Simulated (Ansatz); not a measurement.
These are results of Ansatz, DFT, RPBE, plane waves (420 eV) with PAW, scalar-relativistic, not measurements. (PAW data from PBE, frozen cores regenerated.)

An element in the hcp structure gives this curve. The cell is scaled uniformly from the relaxed one, with fractional coordinates and shape fixed. Energies are extrapolated to zero smearing, pressures are those at the given smearing. Magnetic state: spin not included.

| V (Å³/atom) | E − E₀ (meV/atom) | P (GPa) |
| --- | --- | --- |
| 16.301 | 138.4 | 22.67 |
| 17.042 | 56.7 | 13.08 |
| 17.783 | 13.7 | 5.80 |
| 18.524 | 0.1 | 0.27 |
| 19.265 | 8.7 | -3.90 |
| 20.006 | 34.1 | -7.04 |
| 20.747 | 72.1 | -9.38 |

(1) Which element is it?
A. germanium
B. lithium
C. gallium
D. gold

Results:

(1) D. Its fit is V₀ = 18.57 Å³/atom, B₀ = 118 GPa, B₀′ = 6.0.
